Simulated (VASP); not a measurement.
# Ag (Pm-3m) in VASP: further runs

One crystal, Ag, is run at these levels: LDA; tasks: single point.

Everything below comes from runs of VASP 6.6.1. Logs are shortened: lines on timing, memory, paths and dates and some standing lists are left out, and cuts for length are marked.

**1. The crystal as given**

The structure is cubic, space group Pm-3m (No. 221). Conventional cell: a = 2.647 Å, b = 2.647 Å, c = 2.647 Å, α = 90.00°, β = 90.00°, γ = 90.00°. Around Ag (site symmetry m-3m) lie 6 Ag at 2.65 Å.

This isn't the form of Ag at room conditions, which is fcc.

**2. Single point, LDA**

INCAR

```
SYSTEM = Ag
ALGO     = Normal         ! electronic algorithm
EDIFF    = 1E-6           ! SCF threshold, eV
ENCUT    = 520            ! plane-wave cutoff, eV
GGA      = CA             ! functional
ISIF     = 2              ! what is computed and relaxed
ISMEAR   = -1             ! smearing method
LASPH    = .TRUE.         ! aspherical terms in the spheres
LCHARG   = .FALSE.        ! write CHGCAR
LREAL    = .FALSE.        ! projectors in reciprocal space
LWAVE    = .FALSE.        ! write WAVECAR
NBANDS   = 12             ! bands
NELM     = 100            ! most SCF steps
PREC     = Accurate       ! precision mode
SIGMA    = 0.1            ! smearing width, eV
```

KPOINTS

```
k-points
0
G
  19 19 19
  0 0 0
```

POSCAR

```
Ag
1.0
    2.6470827630      0.0000000000      0.0000000000
    0.0000000000      2.6470827630      0.0000000000
    0.0000000000      0.0000000000      2.6470827630
Ag
1
Direct
    0.0000000000      0.0000000000      0.0000000000
```

Potentials or basis: VASP PAW LDA potentials, release 64 (Ag).

Command:

```
cat potpaw_LDA.64/Ag/POTCAR > POTCAR
mpirun -np 1 vasp_std > vasp.out
```

OUTCAR:

```text
SYSTEM = Ag
   EDIFF = 1E-6
   ENCUT = 520
   GGA = CA
   ISIF = 2
   ISMEAR = -1
   LASPH = .TRUE.
   LREAL = .FALSE.
   NELM = 100
   PREC = Accurate

 ion  position               nearest neighbor table
   1  0.000  0.000  0.000-

  LATTYP: Found a simple cubic cell.
 ALAT       =     2.6470827630

  Lattice vectors:

 A1 = (   2.6470827630,   0.0000000000,   0.0000000000)
 A2 = (   0.0000000000,   2.6470827630,   0.0000000000)
 A3 = (   0.0000000000,   0.0000000000,   2.6470827630)

Analysis of symmetry for initial positions (statically):
=====================================================================
 Subroutine PRICEL returns:
 Original cell was already a primitive cell.

 Routine SETGRP: Setting up the symmetry group for a
 simple cubic supercell.

 Subroutine GETGRP returns: Found 48 space group operations
 (whereof 48 operations were pure point group operations)
 out of a pool of 48 trial point group operations.

The static configuration has the point symmetry O_h .

Analysis of symmetry for dynamics (positions and initial velocities):
=====================================================================
 Subroutine PRICEL returns:
 Original cell was already a primitive cell.

 Routine SETGRP: Setting up the symmetry group for a
 simple cubic supercell.

 Subroutine GETGRP returns: Found 48 space group operations
 (whereof 48 operations were pure point group operations)
 out of a pool of 48 trial point group operations.

The dynamic configuration has the point symmetry O_h .

 Subroutine INISYM returns: Found 48 space group operations
 (whereof 48 operations are pure point group operations),
 and found     1 'primitive' translations

----------------------------------------------------------------------------------------

                                     Primitive cell

  volume of cell :      18.5482

  direct lattice vectors                    reciprocal lattice vectors
     2.647082763  0.000000000  0.000000000     0.377774361  0.000000000  0.000000000
     0.000000000  2.647082763  0.000000000     0.000000000  0.377774361  0.000000000
     0.000000000  0.000000000  2.647082763     0.000000000  0.000000000  0.377774361

  length of vectors
     2.647082763  2.647082763  2.647082763     0.377774361  0.377774361  0.377774361

  position of ions in fractional coordinates (direct lattice)
     0.000000000  0.000000000  0.000000000

  ion indices of the primitive-cell ions
   primitive index   ion index
                 1           1

----------------------------------------------------------------------------------------

 KPOINTS: k-points

Automatic generation of k-mesh.
 Grid dimensions read from file:
 generate k-points for:   19   19   19

 Generating k-lattice:

  Cartesian coordinates                     Fractional coordinates (reciprocal lattice)
     0.019882861  0.000000000  0.000000000     0.052631579  0.000000000  0.000000000
     0.000000000  0.019882861  0.000000000     0.000000000  0.052631579  0.000000000
     0.000000000  0.000000000  0.019882861     0.000000000  0.000000000  0.052631579

  Length of vectors
     0.019882861  0.019882861  0.019882861

  Shift w.r.t. Gamma in fractional coordinates (k-lattice)
     0.000000000  0.000000000  0.000000000

 Subroutine IBZKPT returns following result:
 ===========================================

 Found    220 irreducible k-points:

 Following reciprocal coordinates:
            Coordinates               Weight
  0.000000  0.000000  0.000000      1.000000
  0.052632  0.000000  0.000000      6.000000
  0.105263  0.000000  0.000000      6.000000
  0.157895  0.000000  0.000000      6.000000
  0.210526  0.000000  0.000000      6.000000
  0.263158  0.000000  0.000000      6.000000
[... 16 lines left out ...]
  0.263158  0.105263  0.000000     24.000000
  0.315789  0.105263  0.000000     24.000000
 [... further k-points ...]
   k-points           NKPTS =    220   k-points in BZ     NKDIM =    220   number of bands    NBANDS=     12
   number of dos      NEDOS =    301   number of ions     NIONS =      1
   total plane-waves  NPLWV =   8000
   dimension x,y,z NGX =    20 NGY =   20 NGZ =   20
   dimension x,y,z NGXF=    40 NGYF=   40 NGZF=   40
   ions per type =               1
   NGX,Y,Z   is equivalent  to a cutoff of  12.56, 12.56, 12.56 a.u.
   NGXF,Y,Z  is equivalent  to a cutoff of  25.12, 25.12, 25.12 a.u.
 SYSTEM =  Ag
   PREC   = accura    normal or accurate (medium, high low for compatibility)
   ISTART =      0    job   : 0-new  1-cont  2-samecut
   ICHARG =      2    charge: 1-file 2-atom 10-const
   ISPIN  =      1    spin polarized calculation?
   LNONCOLLINEAR =      F non collinear calculations
   LSORBIT =      F    spin-orbit coupling
   LASPH  =      T    aspherical Exc in radial PAW
   ENCUT  =  520.0 eV  38.22 Ry    6.18 a.u.   4.92  4.92  4.92*2*pi/ulx,y,z
   NELM   =    100;   NELMIN=  2; NELMDL= -5     # of ELM steps
   EDIFF  = 0.1E-05   stopping-criterion for ELM
   LREAL  =      F    real-space projection
   EDIFFG = 0.1E-04   stopping-criterion for IOM
   NSW    =      0    number of steps for IOM
   IBRION =     -1    ionic relax: 0-MD 1-quasi-New 2-CG
   NFREE  =      0    steps in history (QN), initial steepest desc. (CG)
   ISIF   =      2    stress and relaxation
   ISYM   =      2    0-nonsym 1-usesym 2-fastsym
   POTIM  = 0.5000    time-step for ionic-motion
   TEBEG  =    0.0;   TEEND  =   0.0 temperature during run
   PSTRESS=    0.0 pullay stress
   NELECT =      11.0000    total number of electrons
   NUPDOWN=      -1.0000    fix difference up-down
   EMIN   =  10.00;   EMAX   =-10.00  energy-range for DOS
   EFERMI =   0.00;   METHOD = LEGACY
   ISMEAR =    -1;   SIGMA  =   0.10  broadening in eV -4-tet -1-fermi 0-gaus
   EFERMI_NEDOS =   21; number of points for ismear=-14 and -15
   IALGO  =     38    algorithm
   IMIX   =      4    mixing-type and parameters
     AMIX     =   0.40;   BMIX     =  1.00
     AMIX_MAG =   1.60;   BMIX_MAG =  1.00
  volume/ion in A,a.u.               =      18.55       125.17
  Fermi-wavevector in a.u.,A,eV,Ry     =   1.375429  2.599184 25.739572  1.891805
  Thomas-Fermi vector in A             =   2.500766
   LORBIT       =      0    0 simple, 1 ext, 2 COOP (PROOUT), +10 PAW based schemes
   GGA     = CA    functional components
   LHFCALC =     F    Hartree Fock is set to
   AEXX    =    0.0000 exact exchange contribution
   IVDW    =     0    specifies the selected vdW correction
   LEPSILON=     F    determine dielectric tensor
   LRPA    =     F    only Hartree local field effects (RPA)
 non-spin polarized calculation
  energy-cutoff  :      520.00
  volume of cell :       18.55
 maximum number of plane-waves:       515
 NGX is ok and might be reduce to    20
   NGX =  9   NGY =  9   NGZ =  9

 number of electron      11.0000001 magnetization

 Free energy of the ion-electron system (eV)
  ---------------------------------------------------
  ext. energy  EPLUGINS =         0.00000000
  ---------------------------------------------------
  free energy    TOTEN  =        -3.37415893 eV

  energy without entropy =       -3.36626563  energy(sigma->0) =       -3.37021228

 E-fermi :   6.9203     XC(G=0): -11.9911

 val. band max:        6.9110514466   @ k =   0.4211   0.2105   0.1053
 cond. band min:       7.0234137802   @ k =   0.4737   0.1053   0.1053
 fundamental gap:      0.1123623337
 Fermi energy:         6.9202805144

 k-point     1 :       0.0000    0.0000    0.0000
  band No.  band energies     occupation
      1      -0.1567      2.00000
      2       0.6830      2.00000
      3       0.6830      2.00000
      4       4.2544      2.00000
      5       4.2544      2.00000
      6       4.2544      2.00000
      7      21.6240      0.00000
      8      21.6240      0.00000
      9      21.6240      0.00000
     10      27.3742      0.00000
     11      27.3742      0.00000
     12      27.9117      0.00000

 k-point     2 :       0.0526    0.0000    0.0000
  band No.  band energies     occupation
      1      -0.0892      2.00000
      2       0.6924      2.00000
      3       0.7309      2.00000
      4       4.2188      2.00000
      5       4.2188      2.00000
      6       4.2573      2.00000
      7      20.9685      0.00000
      8      21.7295      0.00000
      9      21.7295      0.00000
     10      27.2811      0.00000
     11      27.5796      0.00000
     12      28.4498      0.00000

 k-point     3 :       0.1053    0.0000    0.0000
  band No.  band energies     occupation
      1       0.0952      2.00000
      2       0.7196      2.00000
      3       0.8885      2.00000
      4       4.1172      2.00000
      5       4.1172      2.00000
      6       4.2657      2.00000
      7      19.5374      0.00000
      8      22.0395      0.00000
      9      22.0395      0.00000
     10      27.0162      0.00000
     11      27.6283      0.00000
     12      30.0885      0.00000

 k-point     4 :       0.1579    0.0000    0.0000
  band No.  band energies     occupation
      1       0.3407      2.00000
      2       0.7619      2.00000
      3       1.1996      2.00000
      4       3.9641      2.00000
      5       3.9641      2.00000
      6       4.2787      2.00000
      7      17.8833      0.00000
      8      22.5355      0.00000
      9      22.5355      0.00000
     10      26.6185      0.00000
     11      27.6076      0.00000
     12      32.1649      0.00000

 k-point     5 :       0.2105    0.0000    0.0000
  band No.  band energies     occupation
      1       0.5835      2.00000
      2       0.8153      2.00000
      3       1.7078      2.00000
      4       3.7799      2.00000
      5       3.7799      2.00000
      6       4.2949      2.00000
      7      16.2010      0.00000
      8      23.1907      0.00000
      9      23.1907      0.00000
     10      26.1434      0.00000
     11      27.5397      0.00000
     12      34.4204      0.00000
[... 228 lines left out ...]
      1       0.5687      2.00000
      2       0.9523      2.00000
      3       1.2546      2.00000
      4       3.8370      2.00000
      5       3.9752      2.00000
      6       4.1481      2.00000
      7      18.1971      0.00000
      8      20.2773      0.00000
      9      22.9524      0.00000
     10      26.8612      0.00000
     11      29.6148      0.00000
     12      31.8871      0.00000

 k-point    22 :       0.2105    0.1053    0.0000
  band No.  band energies     occupation
      1       0.7565      2.00000
      2       1.0395      2.00000
      3       1.7503      2.00000
      4       3.6819      2.00000
      5       3.7941      2.00000
      6       4.1651      2.00000
      7      16.5007      0.00000
      8      20.7961      0.00000
      9      23.6095      0.00000
     10      26.5405      0.00000
     11      29.4714      0.00000
     12      32.8806      0.00000

 k-point    23 :       0.2632    0.1053    0.0000
  band No.  band energies     occupation
      1       0.9001      2.00000
      2       1.1533      2.00000
      3       2.3559      2.00000
      4       3.6000      2.00000
      5       3.6034      2.00000
      6       4.1844      2.00000
      7      14.8428      0.00000
      8      21.4028      0.00000
      9      24.3947      0.00000
     10      26.1615      0.00000
     11      29.0986      0.00000
     12      32.8833      0.00000

 k-point    24 :       0.3158    0.1053    0.0000
  band No.  band energies     occupation
      1       1.0027      2.00000
      2       1.2932      2.00000
      3       2.7601      2.00000
      4       3.4241      2.00000
      5       3.8793      2.00000
      6       4.2034      2.00000
      7      13.2495      0.00000
      8      22.0631      0.00000
      9      25.2714      0.00000
     10      25.7844      0.00000
     11      28.4725      0.00000
     12      32.7920      0.00000

 [... further k-points ...]

------------------------ aborting loop because EDIFF is reached ----------------------------------------

  FORCE on cell =-STRESS in cart. coord.  units (eV):
  Direction    XX          YY          ZZ          XY          YZ          ZX
  --------------------------------------------------------------------------------------
  -------------------------------------------------------------------------------------
  Total        0.0061539      0.0061539      0.0061539      0.0000000     -0.0000000      0.0000000
  in kB        0.5315644      0.5315644      0.5315644      0.0000000     -0.0000000      0.0000000
  external PRESSURE =       0.5315644 kB  Pullay stress =       0.0000000 kB

 VOLUME and BASIS-vectors are now :
 -----------------------------------------------------------------------------
  energy-cutoff  :      520.00
  volume of cell :       18.55
      direct lattice vectors                 reciprocal lattice vectors
     2.647082763  0.000000000  0.000000000     0.377774361  0.000000000  0.000000000
     0.000000000  2.647082763  0.000000000     0.000000000  0.377774361  0.000000000
     0.000000000  0.000000000  2.647082763     0.000000000  0.000000000  0.377774361

 POSITION                                       TOTAL-FORCE (eV/Angst)
 -----------------------------------------------------------------------------------
      0.00000      0.00000      0.00000         0.000000      0.000000      0.000000
 -----------------------------------------------------------------------------------
    total drift:                               -0.000000      0.000000     -0.000000

  FREE ENERGIE OF THE ION-ELECTRON SYSTEM (eV)
  ---------------------------------------------------
  free  energy   TOTEN  =        -3.3741589293 eV

  energy  without entropy=       -3.3662656314  energy(sigma->0) =       -3.37021228
```

It took 20 s on 1 thread of AMD EPYC 9R14 (Zen 4), shared host; peak memory 0.12 GiB.

What came out:

- Free energy: -3.3742 eV
- Pressure: 0.1 GPa
- Band gap on the k mesh: none (metal or under the smearing width)

Levels at points of the mesh, in eV from the Fermi level:
```csv
k point,band 3,band 4,band 5,band 6,band 7,band 8,band 9,band 10
"(0.00, 0.00, 0.00)",-6.24,-2.67,-2.67,-2.67,14.70,14.70,14.70,20.45
```

(Part 1 of 2 ends here.)
